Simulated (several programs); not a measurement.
What each method gives for CsI (CsCl type)

CsI (CsCl type), relaxed with r2SCAN in Ansatz, was computed with several methods. The symmetry is Pm-3m (No. 221, cubic); a = 4.608 Å in the conventional setting, 48.93 Å³ an atom. Around Cs lie 8 I at 3.99 Å; around I lie 8 Cs at 3.99 Å. Spin-unpolarised throughout; all numbers are computed.

```yaml
crystal:
  lattice:
    - [4.60814, 0.00000, 0.00000]
    - [0.00000, 4.60814, 0.00000]
    - [0.00000, 0.00000, 4.60814]
  atoms:
    - { symbol: Cs, position: [0.00000, 0.00000, 0.00000] }
    - { symbol: I, position: [0.50000, 0.50000, 0.50000] }
```

Gaps and times are for a single point on this cell; volume and bulk modulus come from each method's own relaxation or energy curve at fixed shape. Times are rough, from shared hosts (Arm Neoverse V1; Arm Neoverse V2; Intel Xeon Platinum 8259CL CPU @ 2.50GHz), and each method has its own mesh and cell size. A dagger marks a closed or tiny gap in a crystal that DFT finds insulating: a failure of the method or a wrong SCF state. PM6 (MOPAC), PM7 (MOPAC), GFN1-xTB (tblite), GFN2-xTB (tblite) treat a cluster of cells at its zone centre, which samples few k points: where these miss a band edge, the gap comes out too large for that reason alone. Gaps from k meshes are read at a limited set of points (mesh, symmetry points, PBE's band edges), so each method's own least gap may be somewhat smaller. Force fields have no electrons; where one was fitted to this phase, its volume and modulus reflect the fit. xTB and the PM methods were fitted mostly to molecules, and can miss a solid's gap by electronvolts. Minimal bases can be far off for gaps. Times of the plane-wave rungs are withheld (a dash), since they come from other jobs, hosts and meshes; the meshes of hybrids and Hartree-Fock don't converge their gaps to the digits shown. GLLB-SC's gap includes the derivative discontinuity. G0W0 is at finite bands, cutoff and mesh. d marks a direct gap, i an indirect one (no mark: not told apart), a dash a value that wasn't computed or didn't pass its checks.

```json
{"method": "PBEsol", "kind": "semilocal", "gap (eV)": "–", "own volume (Å³/atom)": "45.94", "bulk modulus (GPa)": "–", "atoms computed": "2", "processor time": "–"}
{"method": "ffield.eim (LAMMPS)", "kind": "force field", "gap (eV)": "–", "own volume (Å³/atom)": "–", "bulk modulus (GPa)": "–", "atoms computed": "2", "processor time": "0.12 s"}
{"method": "PM7 (MOPAC)", "kind": "semi-empirical", "gap (eV)": "7.46", "own volume (Å³/atom)": "–", "bulk modulus (GPa)": "–", "atoms computed": "cluster", "processor time": "0.5 s"}
{"method": "PM6 (MOPAC)", "kind": "semi-empirical", "gap (eV)": "7.67", "own volume (Å³/atom)": "–", "bulk modulus (GPa)": "–", "atoms computed": "cluster", "processor time": "0.56 s"}
{"method": "light PBE (260 eV, its own mesh)", "kind": "light plane-wave", "gap (eV)": "3.73 i", "own volume (Å³/atom)": "–", "bulk modulus (GPa)": "–", "atoms computed": "2", "processor time": "0.67 s"}
{"method": "GFN1-xTB (tblite)", "kind": "tight binding", "gap (eV)": "0.17†", "own volume (Å³/atom)": "–", "bulk modulus (GPa)": "–", "atoms computed": "cluster", "processor time": "0.77 s"}
{"method": "GFN2-xTB (tblite)", "kind": "tight binding", "gap (eV)": "7.28", "own volume (Å³/atom)": "–", "bulk modulus (GPa)": "–", "atoms computed": "cluster", "processor time": "0.97 s"}
{"method": "PBE", "kind": "semilocal", "gap (eV)": "3.80 i", "own volume (Å³/atom)": "50.78", "bulk modulus (GPa)": "10", "atoms computed": "2", "processor time": "–"}
{"method": "LDA", "kind": "semilocal", "gap (eV)": "3.44 i", "own volume (Å³/atom)": "42.66", "bulk modulus (GPa)": "–", "atoms computed": "2", "processor time": "–"}
{"method": "PBE/SZV (CP2K)", "kind": "small basis", "gap (eV)": "3.37 i", "own volume (Å³/atom)": "–", "bulk modulus (GPa)": "–", "atoms computed": "2", "processor time": "4.1 s"}
{"method": "r2SCAN", "kind": "semilocal", "gap (eV)": "4.52 i", "own volume (Å³/atom)": "48.93", "bulk modulus (GPa)": "12", "atoms computed": "2", "processor time": "–"}
{"method": "GLLB-SC (GPAW)", "kind": "model potential", "gap (eV)": "7.00", "own volume (Å³/atom)": "–", "bulk modulus (GPa)": "–", "atoms computed": "2", "processor time": "6.6 s"}
{"method": "PBE/DZVP (CP2K)", "kind": "small basis", "gap (eV)": "3.77 i", "own volume (Å³/atom)": "51.16", "bulk modulus (GPa)": "10", "atoms computed": "2", "processor time": "7.9 s"}
{"method": "PBE+SOC", "kind": "semilocal", "gap (eV)": "3.56 d", "own volume (Å³/atom)": "–", "bulk modulus (GPa)": "–", "atoms computed": "2", "processor time": "–"}
{"method": "PBE/single zeta (GPAW)", "kind": "small basis", "gap (eV)": "3.77 i", "own volume (Å³/atom)": "–", "bulk modulus (GPa)": "–", "atoms computed": "2", "processor time": "35 s"}
{"method": "LC-ωPBE", "kind": "hybrid", "gap (eV)": "9.62 i", "own volume (Å³/atom)": "–", "bulk modulus (GPa)": "–", "atoms computed": "2", "processor time": "–"}
{"method": "PBE0", "kind": "hybrid", "gap (eV)": "5.48 i", "own volume (Å³/atom)": "–", "bulk modulus (GPa)": "–", "atoms computed": "2", "processor time": "–"}
{"method": "HSE06", "kind": "hybrid", "gap (eV)": "4.79 i", "own volume (Å³/atom)": "49.85", "bulk modulus (GPa)": "–", "atoms computed": "2", "processor time": "–"}
{"method": "DDH-PBE0", "kind": "hybrid", "gap (eV)": "5.85 i", "own volume (Å³/atom)": "–", "bulk modulus (GPa)": "–", "atoms computed": "2", "processor time": "–"}
{"method": "r2SCAN0", "kind": "hybrid", "gap (eV)": "5.87 i", "own volume (Å³/atom)": "–", "bulk modulus (GPa)": "–", "atoms computed": "2", "processor time": "–"}
{"method": "G0W0@LDA (140 eV screening cutoff)", "kind": "many-body", "gap (eV)": "5.57", "own volume (Å³/atom)": "–", "bulk modulus (GPa)": "–", "atoms computed": "2", "processor time": "–"}
{"method": "G0W0@r2SCAN (140 eV screening cutoff)", "kind": "many-body", "gap (eV)": "6.09", "own volume (Å³/atom)": "–", "bulk modulus (GPa)": "–", "atoms computed": "2", "processor time": "–"}
{"method": "HSE06+SOC", "kind": "hybrid", "gap (eV)": "4.54 d", "own volume (Å³/atom)": "–", "bulk modulus (GPa)": "–", "atoms computed": "2", "processor time": "–"}
{"method": "G0W0@HSE06 (140 eV screening cutoff)", "kind": "many-body", "gap (eV)": "6.20", "own volume (Å³/atom)": "–", "bulk modulus (GPa)": "–", "atoms computed": "2", "processor time": "–"}
{"method": "G0W0@PBE (220 eV screening cutoff)", "kind": "many-body", "gap (eV)": "5.78", "own volume (Å³/atom)": "–", "bulk modulus (GPa)": "–", "atoms computed": "2", "processor time": "–"}
```

Against HSE06 (4.79 eV) and with closed or daggered gaps left aside, the nearest gap at the points sampled is that of HSE06+SOC (-0.26 eV) and the farthest that of LC-ωPBE (+4.82 eV). HSE06 is only a yardstick of convenience: for gaps this wide it usually falls short of measured ones, so a larger value can be the better one.

Volumes against r2SCAN's: PBEsol -6.1 %, PBE +3.8 %, LDA -12.8 %, PBE/DZVP (CP2K) +4.6 %, HSE06 +1.9 %.

Only the rows marked +SOC include spin-orbit coupling.
